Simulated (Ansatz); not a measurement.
TaSi2:

```
Ta Si
1.0
     4.78390    0.00000    0.00000
    -2.39195    4.14298    0.00000
     0.00000    0.00000    6.57000
Ta Si
3 6
Direct
  0.00000 0.50000 0.33333
  0.50000 0.50000 0.66667
  0.50000 0.00000 0.00000
  0.31794 0.15897 0.33333
  0.15897 0.84103 0.66667
  0.84103 0.68206 0.00000
  0.68206 0.84103 0.33333
  0.84103 0.15897 0.66667
  0.15897 0.31794 0.00000
```

| Quantity | Value |
| --- | --- |
| Program | Ansatz 0.2.0 |
| Task | single point |
| Functional | PBEsol |
| Potentials or basis | Ansatz PAW |
| Cutoff | 420 eV (not typed: the program's choice for these potentials) |
| k mesh | 7 × 7 × 4 |
| Occupations | fermi-dirac, width 0.05 eV |
| Spin | no spin polarisation |

On this cell: pressure -2.2 GPa; largest force 0.059 eV/Å; band gap on the k mesh none (metal or under the smearing width).

The same run follows on a disturbed copy (atoms moved at random, drawn with an rms of 0.05 Å):

```
Ta Si
1.0
     4.78390    0.00000    0.00000
    -2.39195    4.14298    0.00000
     0.00000    0.00000    6.57000
Ta Si
3 6
Direct
  0.00662 0.50555 0.33287
  0.49832 0.50167 0.66792
  0.50963 0.00957 0.99623
  0.31157 0.16488 0.32974
  0.16151 0.84620 0.65976
  0.83906 0.68458 0.99975
  0.67424 0.84471 0.33292
  0.83581 0.14758 0.66616
  0.16949 0.32025 0.99783
```

Q: What does the disturbed cell give?

A: The energy (extrapolated to zero smearing) moves by +9.9 meV/atom; pressure -2.0 GPa; largest force 0.747 eV/Å; band gap on the k mesh none (metal or under the smearing width).

Forces in eV/Å, atoms in the order of the input:
```
Ta  -0.443 -0.270 -0.190
Ta   0.273  0.012 -0.540
Ta  -0.482 -0.400  0.356
Si   0.452 -0.055  0.047
Si   0.069 -0.133  0.477
Si   0.379  0.036  0.015
Si   0.239 -0.046 -0.040
Si   0.046  0.700 -0.256
Si  -0.534  0.156  0.132
```

Stress tensor (GPa, compression positive):
```
-2.37 -0.18 -0.30
-0.18 -2.30 -0.10
-0.30 -0.10 -1.20
```

Caveats: the PAW data sets come from PBE, with cores solved anew for the run's functional, which leaves a small shift of forces and pressure.
